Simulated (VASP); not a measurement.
# BaTiO3 (Pm-3m) in VASP: a series of runs

The runs below take BaTiO3 through band structure, dielectric tensor, with HSE03, PBE0, r2SCAN-EpsX, PBEsol.

All numbers are computed with VASP 6.6.1; they aren't measurements. Logs are shortened: lines on timing, memory, paths and dates and some standing lists are left out, and cuts for length are marked.

## Step 1: The crystal as given

Symmetry: Pm-3m, No. 221, cubic system. Conventional cell: a = 4.006 Å, b = 4.006 Å, c = 4.006 Å, α = 90.00°, β = 90.00°, γ = 90.00°. Ba (site symmetry m-3m) is surrounded by 12 O at 2.83 Å. Ti (site symmetry m-3m) has 6 O at 2.00 Å as nearest neighbours. Around O (site symmetry 4/mmm) lie 2 Ti at 2.00 Å.

## Step 2: Band structure, HSE03

File POSCAR:

```
BaTiO3
1.0
    4.0060000000      0.0000000000      0.0000000000
    0.0000000000      4.0060000000      0.0000000000
    0.0000000000      0.0000000000      4.0060000000
Ba Ti O
1 1 3
Direct
    0.5000000000      0.5000000000      0.5000000000
    0.0000000000      0.0000000000      0.0000000000
    0.0000000000      0.0000000000      0.5000000000
    0.0000000000      0.5000000000      0.0000000000
    0.5000000000      0.0000000000      0.0000000000
```

File INCAR.step1:

```
SYSTEM = BaTiO3
PREC = Accurate ; ENCUT = 520
EDIFF = 1E-5 ; ISMEAR = 0
SIGMA = 0.02 ; LREAL = .False.
LASPH = .True. ; NELM = 100
ALGO = Normal ; ISIF = 2
LWAVE = .True. ; LCHARG = .False.
LMAXMIX = 4 ; GGA = PE
KPAR = 4
```

File INCAR.step2:

```
SYSTEM = BaTiO3
PREC = Accurate ; ENCUT = 520
EDIFF = 1E-6 ; ISMEAR = 0
SIGMA = 0.02 ; LREAL = .False.
LASPH = .True. ; NELM = 100
ALGO = Normal ; ISIF = 2
LWAVE = .False. ; LCHARG = .False.
LMAXMIX = 4 ; GGA = PE
LHFCALC = .True. ; HFSCREEN = 0.3
PRECFOCK = Fast ; ISTART = 1
KPAR = 4
```

File KPOINTS:

```
regular mesh
0
Gamma
  4 4 4
  0 0 0
```

File KPOINTS_OPT:

```
path GXMGRX,MR
12
line-mode
reciprocal
 0.0000000000  0.0000000000  0.0000000000  G
 0.0000000000  0.5000000000  0.0000000000  X

 0.0000000000  0.5000000000  0.0000000000  X
 0.5000000000  0.5000000000  0.0000000000  M

 0.5000000000  0.5000000000  0.0000000000  M
 0.0000000000  0.0000000000  0.0000000000  G

 0.0000000000  0.0000000000  0.0000000000  G
 0.5000000000  0.5000000000  0.5000000000  R

 0.5000000000  0.5000000000  0.5000000000  R
 0.0000000000  0.5000000000  0.0000000000  X

 0.5000000000  0.5000000000  0.0000000000  M
 0.5000000000  0.5000000000  0.5000000000  R
```

Potentials or basis: VASP PAW PBE potentials, release 64 (Ba_sv, Ti_sv, O).

Run with:

```bash
$ cat potpaw_PBE.64/Ba_sv/POTCAR potpaw_PBE.64/Ti_sv/POTCAR potpaw_PBE.64/O/POTCAR > POTCAR
$ cp INCAR.step1 INCAR
$ mpirun -np 4 vasp_std > vasp.out
$ cp INCAR.step2 INCAR
$ mpirun -np 4 vasp_std > vasp.out
```

OUTCAR:

```text
SYSTEM = BaTiO3
   PREC = Accurate
   ENCUT = 520
   EDIFF = 1E-6
   ISMEAR = 0
   LREAL = .False.
   LASPH = .True.
   NELM = 100
   ISIF = 2
   GGA = PE
   LHFCALC = .True.
   HFSCREEN = 0.3
   PRECFOCK = Fast
   ISTART = 1

 ion  position               nearest neighbor table
   1  0.500  0.500  0.500-   3 2.83   4 2.83   5 2.83   4 2.83   5 2.83   3 2.83   5 2.83   5 2.83
                             3 2.83   4 2.83   4 2.83   3 2.83   2 3.47   2 3.47   2 3.47   2 3.47
   2  0.000  0.000  0.000-   3 2.00   4 2.00   5 2.00   3 2.00   4 2.00   5 2.00   1 3.47   1 3.47
                             1 3.47   1 3.47   1 3.47   1 3.47   1 3.47   1 3.47
   3  0.000  0.000  0.500-   2 2.00   2 2.00   1 2.83   1 2.83   1 2.83   1 2.83
   4  0.000  0.500  0.000-   2 2.00   2 2.00   1 2.83   1 2.83   1 2.83   1 2.83
   5  0.500  0.000  0.000-   2 2.00   2 2.00   1 2.83   1 2.83   1 2.83   1 2.83

  LATTYP: Found a simple cubic cell.
 ALAT       =     4.0060000000

  Lattice vectors:

 A1 = (   4.0060000000,   0.0000000000,   0.0000000000)
 A2 = (   0.0000000000,   4.0060000000,   0.0000000000)
 A3 = (   0.0000000000,   0.0000000000,   4.0060000000)

Analysis of symmetry for initial positions (statically):
=====================================================================
 Subroutine PRICEL returns:
 Original cell was already a primitive cell.

 Routine SETGRP: Setting up the symmetry group for a
 simple cubic supercell.

 Subroutine GETGRP returns: Found 48 space group operations
 (whereof 48 operations were pure point group operations)
 out of a pool of 48 trial point group operations.

The static configuration has the point symmetry O_h .

Analysis of symmetry for dynamics (positions and initial velocities):
=====================================================================
 Subroutine PRICEL returns:
 Original cell was already a primitive cell.

 Routine SETGRP: Setting up the symmetry group for a
 simple cubic supercell.

 Subroutine GETGRP returns: Found 48 space group operations
 (whereof 48 operations were pure point group operations)
 out of a pool of 48 trial point group operations.

The dynamic configuration has the point symmetry O_h .

 Subroutine INISYM returns: Found 48 space group operations
 (whereof 48 operations are pure point group operations),
 and found     1 'primitive' translations

----------------------------------------------------------------------------------------

                                     Primitive cell

  volume of cell :      64.2884

  direct lattice vectors                    reciprocal lattice vectors
     4.006000000  0.000000000  0.000000000     0.249625562  0.000000000  0.000000000
     0.000000000  4.006000000  0.000000000     0.000000000  0.249625562  0.000000000
     0.000000000  0.000000000  4.006000000     0.000000000  0.000000000  0.249625562

  length of vectors
     4.006000000  4.006000000  4.006000000     0.249625562  0.249625562  0.249625562

  position of ions in fractional coordinates (direct lattice)
     0.500000000  0.500000000  0.500000000
     0.000000000  0.000000000  0.000000000
     0.000000000  0.000000000  0.500000000
     0.000000000  0.500000000  0.000000000
     0.500000000  0.000000000  0.000000000

  ion indices of the primitive-cell ions
   primitive index   ion index
                 1           1
                 2           2
                 3           3
                 4           4
                 5           5

----------------------------------------------------------------------------------------

 KPOINTS: regular mesh

Automatic generation of k-mesh.
 Grid dimensions read from file:
 generate k-points for:    4    4    4

 Generating k-lattice:

  Cartesian coordinates                     Fractional coordinates (reciprocal lattice)
     0.062406390  0.000000000  0.000000000     0.250000000  0.000000000  0.000000000
     0.000000000  0.062406390  0.000000000     0.000000000  0.250000000  0.000000000
     0.000000000  0.000000000  0.062406390     0.000000000  0.000000000  0.250000000

  Length of vectors
     0.062406390  0.062406390  0.062406390

  Shift w.r.t. Gamma in fractional coordinates (k-lattice)
     0.000000000  0.000000000  0.000000000

 Subroutine IBZKPT returns following result:
 ===========================================

 Found     10 irreducible k-points:

 Following reciprocal coordinates:
            Coordinates               Weight
  0.000000  0.000000  0.000000      1.000000
  0.250000  0.000000  0.000000      6.000000
  0.500000  0.000000  0.000000      3.000000
  0.250000  0.250000  0.000000     12.000000
  0.500000  0.250000  0.000000     12.000000
  0.500000  0.500000  0.000000      3.000000
  0.250000  0.250000  0.250000      8.000000
  0.500000  0.250000  0.250000     12.000000
  0.500000  0.500000  0.250000      6.000000
  0.500000  0.500000  0.500000      1.000000
   k-points           NKPTS =     10   k-points in BZ     NKDIM =     64   number of bands    NBANDS=     24
   number of dos      NEDOS =    301   number of ions     NIONS =      5
   total plane-waves  NPLWV =  27000
   dimension x,y,z NGX =    30 NGY =   30 NGZ =   30
   dimension x,y,z NGXF=    60 NGYF=   60 NGZF=   60
   ions per type =               1   1   3
   NGX,Y,Z   is equivalent  to a cutoff of  12.45, 12.45, 12.45 a.u.
   NGXF,Y,Z  is equivalent  to a cutoff of  24.90, 24.90, 24.90 a.u.
 SYSTEM =  BaTiO3
   PREC   = accura    normal or accurate (medium, high low for compatibility)
   ISTART =      1    job   : 0-new  1-cont  2-samecut
   ICHARG =      0    charge: 1-file 2-atom 10-const
   ISPIN  =      1    spin polarized calculation?
   LNONCOLLINEAR =      F non collinear calculations
   LSORBIT =      F    spin-orbit coupling
   LASPH  =      T    aspherical Exc in radial PAW
   ENCUT  =  520.0 eV  38.22 Ry    6.18 a.u.   7.45  7.45  7.45*2*pi/ulx,y,z
   NELM   =    100;   NELMIN=  2; NELMDL=  0     # of ELM steps
   EDIFF  = 0.1E-05   stopping-criterion for ELM
   LREAL  =      F    real-space projection
   EDIFFG = 0.1E-04   stopping-criterion for IOM
   NSW    =      0    number of steps for IOM
   IBRION =     -1    ionic relax: 0-MD 1-quasi-New 2-CG
   NFREE  =      0    steps in history (QN), initial steepest desc. (CG)
   ISIF   =      2    stress and relaxation
   ISYM   =      3    0-nonsym 1-usesym 2-fastsym
   POTIM  = 0.5000    time-step for ionic-motion
   TEBEG  =    0.0;   TEEND  =   0.0 temperature during run
   PSTRESS=    0.0 pullay stress
   NELECT =      40.0000    total number of electrons
   NUPDOWN=      -1.0000    fix difference up-down
   EMIN   =  10.00;   EMAX   =-10.00  energy-range for DOS
   EFERMI =   0.00;   METHOD = LEGACY
   ISMEAR =     0;   SIGMA  =   0.02  broadening in eV -4-tet -1-fermi 0-gaus
   EFERMI_NEDOS =   21; number of points for ismear=-14 and -15
   IALGO  =     38    algorithm
   IMIX   =      1    mixing-type and parameters
     AMIX     =   0.40;   BMIX     =  1.00
     AMIX_MAG =   1.60;   BMIX_MAG =  1.00
  volume/ion in A,a.u.               =      12.86        86.77
  Fermi-wavevector in a.u.,A,eV,Ry     =   1.397603  2.641087 26.576187  1.953295
  Thomas-Fermi vector in A             =   2.520843
   LORBIT       =      0    0 simple, 1 ext, 2 COOP (PROOUT), +10 PAW based schemes
   GGA     = PE    functional components
   LHFCALC =     T    Hartree Fock is set to
   PRECFOCK=fast      Normal, Fast or Accurate (Low or Medium for compatibility)
   ENCUT4O =  -1.0   cutoff for four orbital integrals eV
   NKREDX  =     1    reduce k-point grid by
   NKREDY  =     1    reduce k-point grid by
   NKREDZ  =     1    reduce k-point grid by
   AEXX    =    0.2500 exact exchange contribution
   HFSCREEN=    0.3000 screening length (either q_TF or 0.3 A-1)
   HFSCREENC=   0.3000 screening length for correlation (either q_TF or 0.3 A-1)
   ENCUTFOCK=  -1.0 apply spherical cutoff to Coloumb kernel
   IVDW    =     0    specifies the selected vdW correction
   LEPSILON=     F    determine dielectric tensor
   LRPA    =     F    only Hartree local field effects (RPA)
 non-spin polarized calculation
 Gauss-broadening in eV      SIGMA  =   0.02
  energy-cutoff  :      520.00
  volume of cell :       64.29
 maximum number of plane-waves:      1750
 NGX is ok and might be reduce to    30
  NGX = 16; NGY = 16; NGZ = 16

 number of electron      39.9999976 magnetization

 Free energy of the ion-electron system (eV)
  ---------------------------------------------------
  ext. energy  EPLUGINS =         0.00000000
  ---------------------------------------------------
  free energy    TOTEN  =       -47.30653153 eV

  energy without entropy =      -47.30653153  energy(sigma->0) =      -47.30653153

 E-fermi :   3.1033     XC(G=0):  -9.3943

 val. band max:        2.9276878141   @ k =   0.5000   0.5000   0.5000
 cond. band min:       5.8036873004   @ k =   0.0000   0.0000   0.0000
 fundamental gap:      2.8759994862
 Fermi energy:         3.1033398139

 k-point     1 :       0.0000    0.0000    0.0000
  band No.  band energies     occupation
      1     -58.0721      2.00000
      2     -32.6211      2.00000
      3     -32.6211      2.00000
      4     -32.6211      2.00000
      5     -23.1592      2.00000
      6     -15.5371      2.00000
[... 16 lines left out ...]
     23       5.8037      0.00000
     24       7.9027      0.00000

 k-point     2 :       0.2500    0.0000    0.0000
  band No.  band energies     occupation
      1     -58.0717      2.00000
      2     -32.6467      2.00000
      3     -32.6194      2.00000
      4     -32.6194      2.00000
      5     -23.0897      2.00000
      6     -15.6052      2.00000
[... 16 lines left out ...]
     23       6.8126      0.00000
     24       7.9078      0.00000
[... 187 lines left out ...]
     23       8.3392      0.00000
     24      10.3973      0.00000

 k-point    10 :       0.5000    0.5000    0.5000
  band No.  band energies     occupation
      1     -58.0696      2.00000
      2     -32.6637      2.00000
      3     -32.6637      2.00000
      4     -32.6636      2.00000
      5     -22.8556      2.00000
      6     -14.5779      2.00000
[... 16 lines left out ...]
     23       8.4690      0.00000
     24      10.9812      0.00000

------------------------ aborting loop because EDIFF is reached ----------------------------------------

  FORCE on cell =-STRESS in cart. coord.  units (eV):
  Direction    XX          YY          ZZ          XY          YZ          ZX
  --------------------------------------------------------------------------------------
  -------------------------------------------------------------------------------------
  Total       -0.7688647     -0.7688647     -0.7688647      0.0000000      0.0000000     -0.0000000
  in kB      -19.1614199    -19.1614199    -19.1614199      0.0000000      0.0000000     -0.0000000
  external PRESSURE =     -19.1614199 kB  Pullay stress =       0.0000000 kB

 VOLUME and BASIS-vectors are now :
 -----------------------------------------------------------------------------
  energy-cutoff  :      520.00
  volume of cell :       64.29
      direct lattice vectors                 reciprocal lattice vectors
     4.006000000  0.000000000  0.000000000     0.249625562  0.000000000  0.000000000
     0.000000000  4.006000000  0.000000000     0.000000000  0.249625562  0.000000000
     0.000000000  0.000000000  4.006000000     0.000000000  0.000000000  0.249625562

 POSITION                                       TOTAL-FORCE (eV/Angst)
 -----------------------------------------------------------------------------------
      2.00300      2.00300      2.00300         0.000000      0.000000      0.000000
      0.00000      0.00000      0.00000         0.000000      0.000000      0.000000
      0.00000      0.00000      2.00300         0.000000      0.000000      0.000000
      0.00000      2.00300      0.00000         0.000000      0.000000      0.000000
      2.00300      0.00000      0.00000         0.000000      0.000000      0.000000
 -----------------------------------------------------------------------------------
    total drift:                                0.000003      0.000001     -0.000003

  FREE ENERGIE OF THE ION-ELECTRON SYSTEM (eV)
  ---------------------------------------------------
  free  energy   TOTEN  =       -47.3065315298 eV

  energy  without entropy=      -47.3065315298  energy(sigma->0) =      -47.30653153
```

It took 12 min on 4 MPI ranks of Intel Xeon 6975P-C (Granite Rapids), shared host; peak memory 0.31 GiB.

Results:

| Item | Value |
| --- | --- |
| Free energy | -47.3065 eV |
| Pressure | -1.9 GPa |
| Band gap on the k mesh | 2.88 eV, indirect (least direct gap 3.01 eV) |
| Band gap along the path | 2.88 eV, indirect (least direct gap 3.01 eV) |

Levels at the corners of the path, in eV from the valence-band top:
| point | band 18 | band 19 | band 20 | band 21 | band 22 | band 23 |
| --- | --- | --- | --- | --- | --- | --- |
| Γ | -0.14 | -0.14 | -0.14 | 2.88 | 2.88 | 2.88 |
| X | -1.91 | -0.77 | -0.77 | 3.05 | 4.76 | 4.76 |
| X | -1.91 | -0.77 | -0.77 | 3.05 | 4.76 | 4.76 |
| M | -0.92 | -0.92 | -0.09 | 4.77 | 4.77 | 5.28 |
| M | -0.92 | -0.92 | -0.09 | 4.77 | 4.77 | 5.28 |
| Γ | -0.14 | -0.14 | -0.14 | 2.88 | 2.88 | 2.88 |
| Γ | -0.14 | -0.14 | -0.14 | 2.88 | 2.88 | 2.88 |
| R | 0.00 | 0.00 | 0.00 | 5.54 | 5.54 | 5.54 |
| R | 0.00 | 0.00 | 0.00 | 5.54 | 5.54 | 5.54 |
| X | -1.91 | -0.77 | -0.77 | 3.05 | 4.76 | 4.76 |
| M | -0.92 | -0.92 | -0.09 | 4.77 | 4.77 | 5.28 |
| R | 0.00 | 0.00 | 0.00 | 5.54 | 5.54 | 5.54 |

Caveat: the PAW data sets were made with another functional, which shifts forces and pressure a little; spin-orbit coupling is left out, which moves the levels of the heavy elements.

## Step 3: Band structure, PBE0

POSCAR is that of step 2.

INCAR.step1 is that of step 2.

INCAR.step2: that of step 2 with these lines changed.

```diff
@@ -8,4 +8,4 @@
 LMAXMIX = 4 ; GGA = PE
-LHFCALC = .True. ; HFSCREEN = 0.3
-PRECFOCK = Fast ; ISTART = 1
-KPAR = 4
+LHFCALC = .True. ; AEXX = 0.25
+PRECFOCK = Fast ; HFRCUT = -1
+ISTART = 1 ; KPAR = 4
```

KPOINTS is that of step 2.

KPOINTS_OPT is that of step 2.

Potentials or basis: VASP PAW PBE potentials, release 64 (Ba_sv, Ti_sv, O).

Run with:

```bash
$ cat potpaw_PBE.64/Ba_sv/POTCAR potpaw_PBE.64/Ti_sv/POTCAR potpaw_PBE.64/O/POTCAR > POTCAR
$ cp INCAR.step1 INCAR
$ mpirun -np 4 vasp_std > vasp.out
$ cp INCAR.step2 INCAR
$ mpirun -np 4 vasp_std > vasp.out
```

It took 16 min on 4 MPI ranks of Intel Xeon 6975P-C (Granite Rapids), shared host; peak memory 0.22 GiB.

It converged, with:

| Property | Result |
| --- | --- |
| Free energy | -51.1048 eV |
| Pressure | -2.3 GPa |
| Band gap on the k mesh | 3.86 eV, indirect (least direct gap 3.98 eV) |
| Band gap along the path | 3.86 eV, indirect (least direct gap 3.98 eV) |

Levels at the corners of the path, in eV from the valence-band top:
| point | band 16 | band 17 | band 18 | band 19 | band 20 | band 21 | band 22 | band 23 | band 24 |
| --- | --- | --- | --- | --- | --- | --- | --- | --- | --- |
| Γ | -1.16 | -1.16 | -0.12 | -0.12 | -0.12 | 3.86 | 3.86 | 3.86 | 5.98 |
| X | -2.01 | -1.94 | -1.94 | -0.76 | -0.76 | 4.04 | 5.80 | 5.80 | 5.99 |
| X | -2.01 | -1.94 | -1.94 | -0.76 | -0.76 | 4.04 | 5.80 | 5.80 | 5.99 |
| M | -2.88 | -1.93 | -0.92 | -0.92 | -0.09 | 5.82 | 5.82 | 6.33 | 6.93 |
| M | -2.88 | -1.93 | -0.92 | -0.92 | -0.09 | 5.82 | 5.82 | 6.33 | 6.93 |
| Γ | -1.16 | -1.16 | -0.12 | -0.12 | -0.12 | 3.86 | 3.86 | 3.86 | 5.98 |
| Γ | -1.16 | -1.16 | -0.12 | -0.12 | -0.12 | 3.86 | 3.86 | 3.86 | 5.98 |
| R | -2.55 | -2.55 | 0.00 | 0.00 | 0.00 | 6.60 | 6.60 | 6.60 | 9.07 |
| R | -2.55 | -2.55 | 0.00 | 0.00 | 0.00 | 6.60 | 6.60 | 6.60 | 9.07 |
| X | -2.01 | -1.94 | -1.94 | -0.76 | -0.76 | 4.04 | 5.80 | 5.80 | 5.99 |
| M | -2.88 | -1.93 | -0.92 | -0.92 | -0.09 | 5.82 | 5.82 | 6.33 | 6.93 |
| R | -2.55 | -2.55 | 0.00 | 0.00 | 0.00 | 6.60 | 6.60 | 6.60 | 9.08 |

Caveat: the PAW data sets were made with another functional, which shifts forces and pressure a little; spin-orbit coupling is left out, which moves the levels of the heavy elements.

(Part 1 of 2 ends here.)
